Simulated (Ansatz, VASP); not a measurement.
## Li2S in VASP and in Ansatz

INCAR

```
SYSTEM = Li2S
ALGO = Normal
EDIFF = 1E-7
ENCUT = 520
GGA = PS
ISIF = 2
ISMEAR = 0
LASPH = .TRUE.
LCHARG = .FALSE.
LREAL = .FALSE.
LWAVE = .FALSE.
NBANDS = 13
NELM = 60
PREC = Accurate
SIGMA = 0.05
```

KPOINTS

```
k-points
0
G
  8 8 8
  0 0 0
```

File POSCAR:

```
Li2S
1.0
    0.0000000000      2.8540000000      2.8540000000
    2.8540000000      0.0000000000      2.8540000000
    2.8540000000      2.8540000000      0.0000000000
Li S
2 1
Direct
    0.2500000000      0.2500000000      0.2500000000
    0.7500000000      0.7500000000      0.7500000000
    0.0000000000      0.0000000000      0.0000000000
```

Input for Ansatz:

```yaml
crystal:
  lattice:
    - [0.0, 2.854, 2.854]
    - [2.854, 0.0, 2.854]
    - [2.854, 2.854, 0.0]
  atoms:
    - { symbol: Li, position: [0.25, 0.25, 0.25] }
    - { symbol: Li, position: [0.75, 0.75, 0.75] }
    - { symbol: S, position: [0.0, 0.0, 0.0] }
basis:
  ecutwfc: 420
kpoints:
  mp_grid: { grid: [8, 8, 8] }
hamiltonian:
  xc: pbesol
scf:
  occupations: { method: gaussian, width: 0.05 }
output:
  forces: true
  stress: true
  eigenvalues: true
```

Alike in both runs: task single point; functional PBEsol; k mesh 8 × 8 × 8; occupations gaussian, width 0.05 eV; no spin polarisation.

|  | VASP | Ansatz |
| --- | --- | --- |
| version | VASP 6.6.1 | Ansatz 0.2.0 |
| potentials or method | VASP PAW PBE potentials, release 64 (Li_sv, S) | scalar-relativistic, plane waves, PAW |
| plane-wave cutoff (eV) | 520 | 420 |
| valence electrons in the cell | 12 | 12 |

```csv
,VASP,Ansatz,Ansatz less VASP
gap on the k mesh at the Fermi level (eV),3.22,3.22,+0.001
least direct gap on the mesh (eV),4.08,4.07,-0.010
```

 A k mesh can miss the band edges. Expect the measured gap to be larger: semilocal functionals such as PBEsol lack the derivative discontinuity.
